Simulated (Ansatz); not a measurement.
Ag:

```xyz
1
Lattice="0.0000 2.0427 2.0427 2.0427 0.0000 2.0427 2.0427 2.0427 0.0000" Properties=species:S:1:pos:R:3 pbc="T T T"
Ag    0.0000    0.0000    0.0000
```

| Property | Result |
| --- | --- |
| Program | Ansatz 0.2.0 |
| Task | relaxation of cell and atoms |
| Functional | revPBE |
| Dispersion | D3(BJ) |
| Potentials or basis | all-electron LAPW, scalar-relativistic |
| Basis error allowed | 0.001 eV/atom |
| k mesh | 11 × 11 × 11 |
| Occupations | fermi-dirac, width 0.05 eV |
| Spin | no spin polarisation |

At the start: volume 17.05 Å³/atom.

**Question.** How do energy, volume and symmetry change on relaxing?

**Answer.** Over 5 steps the energy falls by 6.6 meV/atom and the volume is 16.48 Å³/atom (-3.3 %); space group Fm-3m (No. 225, to 0.05 Å).

The path:
| step | energy change (eV) | largest force (eV/Å) | volume (Å³) |
| --- | --- | --- | --- |
| 1 | 0.0000 | 0.0000 | 17.05 |
| 2 | -0.0022 | 0.0000 | 16.05 |
| 3 | -0.0066 | 0.0000 | 16.52 |
| 4 | -0.0066 | 0.0000 | 16.48 |
| 5 | -0.0066 | 0.0000 | 16.48 |

Final structure:
```
CELL_PARAMETERS angstrom
0.00000 2.01989 2.01989
2.01989 0.00000 2.01989
2.01989 2.01989 0.00000
ATOMIC_POSITIONS crystal
Ag 0.00000 0.00000 0.00000
```
